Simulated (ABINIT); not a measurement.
# GaN (P6_3mc): G0W0 in ABINIT against the exchange cutoff

Aim: move the exchange cutoff of a G0W0 run on GaN (P6_3mc) over a wide range.

Calculated with ABINIT 10.8.3; PBE and many-body steps on it, plane waves.

The database entry behind the starting cell differs from later determinations by our own check (about 0.3 % short, ideal inner coordinate), so it need not match the best structure at ambient conditions.

## Step 1: Set-up

Symmetry: P6_3mc, No. 186, hexagonal system. Conventional cell: a = 3.180 Å, b = 3.180 Å, c = 5.166 Å, α = 90.00°, β = 90.00°, γ = 120.00°. Nearest to Ga lie 4 N at 1.94 to 1.95 Å. N has 4 Ga at 1.94 to 1.95 Å nearest. Farther neighbours and most contacts between anions are not listed.

The cell and positions come from the Crystallography Open Database and are kept as given unless a step says otherwise.

## Step 2: Screening, 3×3×2 mesh, 52 bands, screening to 130.6 eV

This step: ABINIT 10.8.3; RPA screening on PBE, plane waves, norm-conserving pseudopotentials.

The RPA dielectric matrix is built and inverted for each q.

run.abi

```
acell 3*1.0 Angstrom
rprim 
  3.179999999980 0.000000000005 0.000000000000
  -1.589999999994 2.753960784015 0.000000000000
  0.000000000000 0.000000000000 5.166000000000
ntypat 2
znucl 31 7
natom 4
typat 1 1 2 2
xred 
  0.333333333333 0.666666666667 0.000000000000
  0.666666666667 0.333333333333 0.500000000000
  0.333333333333 0.666666666667 0.375000000000
  0.666666666667 0.333333333333 0.875000000000
pp_dirpath "pseudos"
pseudos "Ga.upf, N.upf"
ecut 36
ngkpt 3 3 2
nshiftk 1
shiftk 0 0 0
kptopt 1
chksymbreak 0
istwfk *1
occopt 1
irdwfk 1
optdriver 3
nband 52
ecuteps 4.8
inclvkb 2
awtr 1
symchi 1
indata_prefix "in"
outdata_prefix "out"
tmpdata_prefix "tmp"
```

Launch:

```
$ OMP_NUM_THREADS=1 mpirun -n 8 abinit run.abi > log
```

The program printed:

```text
.Version 10.8.3 of ABINIT. v10.8.2 released Aug 2026.

 Symmetries : space group P6_3 m c (#186); Bravais hP (primitive hexag.)
[... echo of the input left out ...]
== DATASET  1 ==================================================================
-   mpi_nproc: 8, omp_nthreads: 1 (-1 if OMP is not activated)

--- !DatasetInfo
iteration_state: {dtset: 1, }
dimensions: {natom: 4, nkpt: 6, mband: 52, nsppol: 1, nspinor: 1, nspden: 1, mpw: 3162, }
cutoff_energies: {ecut:  36.0, pawecutdg:  -1.0, }
electrons: {nelect:   3.60000000E+01, charge:   0.00000000E+00, occopt:   1.00000000E+00, tsmear:   1.00000000E-02, }

 SCREENING: Calculation of the susceptibility and dielectric matrices

 Based on a program developped by R.W. Godby, V. Olevano, G. Onida, and L. Reining.
 Incorporated in ABINIT by V. Olevano, G.-M. Rignanese, and M. Torrent.
.Using double precision arithmetic ; gwpc =  8

[... cell and pseudopotentials left out ...]
--------------------------------------------------------------------------------

 ==== K-mesh for the wavefunctions ====
 Number of points in the irreducible wedge :     6
[... list of points left out ...]
 Together with 12 symmetry operations and time-reversal symmetry
 yields    18 points in the full Brillouin Zone.

 ==== Q-mesh for the screening function ====
 Number of points in the irreducible wedge :     6
[... list of points left out ...]
 Together with 12 symmetry operations and time-reversal symmetry
 yields    18 points in the full Brillouin Zone.

 setmesh: FFT mesh size selected  =    20x   20x   36
          total number of points  =        14400

 vcoul_init : cutoff-mode = AUXILIARY_FUNCTION
 q-points for optical limit:   1
     1)      0.000010    0.000020    0.000030

- screening: taking advantage of time-reversal symmetry
- Maximum band index for partially occupied states nbvw = 18
- Remaining bands to be divided among processors   nbcw = 34
- Number of bands treated by each node ~4

 Number of electrons calculated from density =   36.0000; Expected =   36.0000
 average of density, n =  0.117914
 r_s =    1.2651
 omega_plasma =   33.1237 [eV]

 calculating chi0 at frequencies [eV] :
  1    0.000000E+00    0.000000E+00
  2    0.000000E+00    3.312371E+01

--------------------------------------------------------------------------------
  q-point number  1        q = ( 0.000000, 0.000000, 0.000000) [r.l.u.]
--------------------------------------------------------------------------------
[... chi0 elements left out ...]
 For q-point:  0.000010 0.000020 0.000030
  dielectric constant =   9.2835
  dielectric constant without local fields =   9.9310

  Average fulfillment of the sum rule on Im[epsilon] for q-point    1 :     33.22  [%]
[... wings left out ...]
  q-point number  2        q = ( 0.333333, 0.000000, 0.000000) [r.l.u.]
--------------------------------------------------------------------------------
[... chi0 elements left out ...]
  Average fulfillment of the sum rule on Im[epsilon] for q-point    2 :     39.66  [%]

 [... 4 further q-points ...]
```

Wall time 5.1 s (8 MPI ranks of Intel Xeon Platinum 8488C (Sapphire Rapids), shared host); peak memory 0.86 GiB; 37 s of CPU time.

Numbers from this step:

* ε∞ with local fields, on this mesh, along the program's q direction: 9.284
* the same without local fields: 9.931
* plasma frequency: 33.12 eV
* plane waves in the screening matrix: 147

Local fields lower ε∞ by 7 %. On a Γ-centred mesh this coarse the value itself is usually too large, while a short band sum pulls it down.

## Step 3: 3.6 Ha

This step: G0W0 on PBE, plane waves, norm-conserving pseudopotentials.

Edit run.abi of step 2 so:

```diff
@@ -25,8 +25,15 @@
 irdwfk 1
-optdriver 3
+optdriver 4
 nband 52
+gwcalctyp 0
+ecutsigx 3.6
+symsigma 1
+nkptgw 1
+kptgw 
+  0.0000000000 0.0000000000 0.0000000000
+bdgw 
+  17 20
 ecuteps 4.8
-inclvkb 2
-awtr 1
-symchi 1
+irdscr 1
+ppmodel 1
 indata_prefix "in"
```

The program printed:

```text
.Version 10.8.3 of ABINIT. v10.8.2 released Aug 2026.

 Symmetries : space group P6_3 m c (#186); Bravais hP (primitive hexag.)
[... echo of the input left out ...]
== DATASET  1 ==================================================================
-   mpi_nproc: 8, omp_nthreads: 1 (-1 if OMP is not activated)

--- !DatasetInfo
iteration_state: {dtset: 1, }
dimensions: {natom: 4, nkpt: 6, mband: 52, nsppol: 1, nspinor: 1, nspden: 1, mpw: 3162, }
cutoff_energies: {ecut:  36.0, pawecutdg:  -1.0, }
electrons: {nelect:   3.60000000E+01, charge:   0.00000000E+00, occopt:   1.00000000E+00, tsmear:   1.00000000E-02, }

 SIGMA: Calculation of the GW corrections

 Based on a program developped by R.W. Godby, V. Olevano, G. Onida, and L. Reining.
 Incorporated in ABINIT by V. Olevano, G.-M. Rignanese, and M. Torrent.
.Using double precision arithmetic ; gwpc =  8

[... cell and pseudopotentials left out ...]
--------------------------------------------------------------------------------

 ==== K-mesh for the wavefunctions ====
 Number of points in the irreducible wedge :     6
[... list of points left out ...]
 Together with 12 symmetry operations and time-reversal symmetry
 yields    18 points in the full Brillouin Zone.

 ==== Q-mesh for screening function ====
 Number of points in the irreducible wedge :     6
[... list of points left out ...]
 Together with 12 symmetry operations and time-reversal symmetry
 yields    18 points in the full Brillouin Zone.

 vcoul_init : cutoff-mode = AUXILIARY_FUNCTION
 q-points for optical limit:   1
     1)      0.000010    0.000020    0.000030
 setmesh: FFT mesh size selected  =    20x   20x   36
          total number of points  =        14400

 Number of electrons calculated from density =   36.0000; Expected =   36.0000
 average of density, n =  0.117914
 r_s =    1.2651
 omega_plasma =   33.1237 [eV]

 === KS Band Gaps ===
  >>>> For spin  1
   Minimum direct gap =   2.0056 [eV], located at k-point      :   0.0000  0.0000  0.0000
   Fundamental gap    =   2.0056 [eV], Top of valence bands at :   0.0000  0.0000  0.0000
                                       Bottom of conduction at :   0.0000  0.0000  0.0000
 SIGMA fundamental parameters:
 PLASMON POLE MODEL  1
 number of plane-waves for SigmaX                   99
 number of plane-waves for SigmaC and W             99
 number of plane-waves for wavefunctions          3153
 number of bands                                    52
 number of independent spin polarizations            1
 number of spinorial components                      1
 number of k-points in IBZ                           6
 number of q-points in IBZ                           6
 number of symmetry operations                      12
 number of k-points in BZ                           18
 number of q-points in BZ                           18
 number of frequencies for dSigma/dE                 9
 frequency step for dSigma/dE [eV]                0.25
 number of omega for Sigma on real axis              0
 max omega for Sigma on real axis  [eV]           0.00
 zcut for avoiding poles [eV]                     0.10

 EPSILON^-1 parameters (SCR file):
 dimension of the eps^-1 matrix on file            147
 dimension of the eps^-1 matrix used                99
 number of plane-waves for wavefunctions          3153
 number of bands                                    52
 number of q-points in IBZ                           6
 number of frequencies                               2
 number of real frequencies                          1
 number of imag frequencies                          1

 matrix elements of self-energy operator (all in [eV])

 Perturbative Calculation

--- !SelfEnergy_ee
iteration_state: {dtset: 1, }
kpoint     : [   0.000,    0.000,    0.000, ]
spin       : 1
KS_gap     :    2.006
QP_gap     :    1.689
Delta_QP_KS:   -0.316
data: !SigmaeeData |
     Band     E0 <VxcDFT>   SigX SigC(E0)      Z dSigC/dE  Sig(E)    E-E0       E
       17   5.475 -18.443 -19.634   3.842   0.800  -0.250 -16.323   2.120   7.596
       18   5.475 -18.443 -19.634   3.842   0.800  -0.250 -16.323   2.120   7.596
       19   7.481 -13.937  -8.279  -3.462   0.822  -0.217 -12.133   1.804   9.285
       20   9.813 -13.383  -7.089  -3.930   0.829  -0.206 -11.423   1.960  11.773

== END DATASET(S) ==============================================================
================================================================================

 -outvars: echo values of variables after computation  --------
           etotal      0.0000000000E+00
            nband          52
             nkpt           6
          spgroup         186
 [... the other variables as echoed above ...]

 Calculation completed.
```

It took 4.2 s on 8 MPI ranks; peak memory 0.39 GiB; 29 s of CPU time.

Numbers from this step:

| Property | Result |
| --- | --- |
| G0W0 gap on the points computed | 1.689 eV |
| starting gap on the mesh | 2.006 eV |
| k of the valence top | 0, 0, 0 |
| k of the conduction bottom | 0, 0, 0 |
| Z at the valence top | 0.8 |
| Z at the conduction bottom | 0.822 |
| least direct G0W0 gap on the computed points | 1.689 eV |

## Step 4: 7.2 Ha

Edit run.abi of step 3 so:

```diff
@@ -28,3 +28,3 @@
 gwcalctyp 0
-ecutsigx 3.6
+ecutsigx 7.2
 symsigma 1
```

The program printed:

```text
.Version 10.8.3 of ABINIT. v10.8.2 released Aug 2026.

 Symmetries : space group P6_3 m c (#186); Bravais hP (primitive hexag.)
[... echo of the input left out ...]
== DATASET  1 ==================================================================
-   mpi_nproc: 8, omp_nthreads: 1 (-1 if OMP is not activated)

--- !DatasetInfo
iteration_state: {dtset: 1, }
dimensions: {natom: 4, nkpt: 6, mband: 52, nsppol: 1, nspinor: 1, nspden: 1, mpw: 3162, }
cutoff_energies: {ecut:  36.0, pawecutdg:  -1.0, }
electrons: {nelect:   3.60000000E+01, charge:   0.00000000E+00, occopt:   1.00000000E+00, tsmear:   1.00000000E-02, }

 SIGMA: Calculation of the GW corrections

 Based on a program developped by R.W. Godby, V. Olevano, G. Onida, and L. Reining.
 Incorporated in ABINIT by V. Olevano, G.-M. Rignanese, and M. Torrent.
.Using double precision arithmetic ; gwpc =  8

[... cell and pseudopotentials left out ...]
--------------------------------------------------------------------------------

 ==== K-mesh for the wavefunctions ====
 Number of points in the irreducible wedge :     6
[... list of points left out ...]
 Together with 12 symmetry operations and time-reversal symmetry
 yields    18 points in the full Brillouin Zone.

 ==== Q-mesh for screening function ====
 Number of points in the irreducible wedge :     6
[... list of points left out ...]
 Together with 12 symmetry operations and time-reversal symmetry
 yields    18 points in the full Brillouin Zone.

 vcoul_init : cutoff-mode = AUXILIARY_FUNCTION
 q-points for optical limit:   1
     1)      0.000010    0.000020    0.000030
 setmesh: FFT mesh size selected  =    24x   24x   40
          total number of points  =        23040

 Number of electrons calculated from density =   36.0000; Expected =   36.0000
[...]
number of k-points in IBZ                           6
 number of q-points in IBZ                           6
 number of symmetry operations                      12
 number of k-points in BZ                           18
 number of q-points in BZ                           18
 number of frequencies for dSigma/dE                 9
 frequency step for dSigma/dE [eV]                0.25
 number of omega for Sigma on real axis              0
 max omega for Sigma on real axis  [eV]           0.00
 zcut for avoiding poles [eV]                     0.10

 EPSILON^-1 parameters (SCR file):
 dimension of the eps^-1 matrix on file            147
 dimension of the eps^-1 matrix used               147
 number of plane-waves for wavefunctions          3153
 number of bands                                    52
 number of q-points in IBZ                           6
 number of frequencies                               2
 number of real frequencies                          1
 number of imag frequencies                          1

 matrix elements of self-energy operator (all in [eV])

 Perturbative Calculation

--- !SelfEnergy_ee
iteration_state: {dtset: 1, }
kpoint     : [   0.000,    0.000,    0.000, ]
spin       : 1
KS_gap     :    2.006
QP_gap     :    1.800
Delta_QP_KS:   -0.206
data: !SigmaeeData |
     Band     E0 <VxcDFT>   SigX SigC(E0)      Z dSigC/dE  Sig(E)    E-E0       E
       17   5.475 -18.443 -20.760   3.847   0.797  -0.255 -17.225   1.219   6.694
       18   5.475 -18.443 -20.760   3.847   0.797  -0.255 -17.225   1.219   6.694
       19   7.481 -13.937  -9.274  -3.426   0.818  -0.222 -12.924   1.013   8.494
       20   9.813 -13.383  -8.036  -3.905   0.828  -0.208 -12.190   1.193  11.006

== END DATASET(S) ==============================================================
================================================================================

 -outvars: echo values of variables after computation  --------
           etotal      0.0000000000E+00
            nband          52
             nkpt           6
          spgroup         186
 [... the other variables as echoed above ...]

 Calculation completed.
```

The job ended after 4.5 s (8 MPI ranks; peak memory 0.39 GiB; 31 s of CPU time).

This step gave:

* G0W0 gap on the points computed: 1.800 eV
* starting gap on the mesh: 2.006 eV
* k of the valence top: 0, 0, 0
* k of the conduction bottom: 0, 0, 0
* Z at the valence top: 0.797
* Z at the conduction bottom: 0.818
* least direct G0W0 gap on the computed points: 1.800 eV

[end of part 1 of 2]

[Paths, hosts, dates, memory and timing lines, banners, echoed tables and standing remarks are left out of the program output.]

[Logs are printed without paths, hosts, clocks, repeated set-up lines and the standing remarks that a program may print on its own settings, such as how far it seeks lower states.]

[Runs of the session that timed out or met a known fault of the program may be left out.]

[Hosts, paths, dates, database ids (printed as entryN), source tags and the programs' standing remarks are cut or masked in the printed files.]

[G0W0 gaps are taken among the corrected bands and points alone; a level outside them can change the order at an edge.]

[Where Ansatz stands beside ABINIT at settings called matched, ABINIT's density can come from a denser mesh and the files from another edition; pairs whose starting gaps differed by over 0.03 eV were left out, so agreement reads better than it is.]
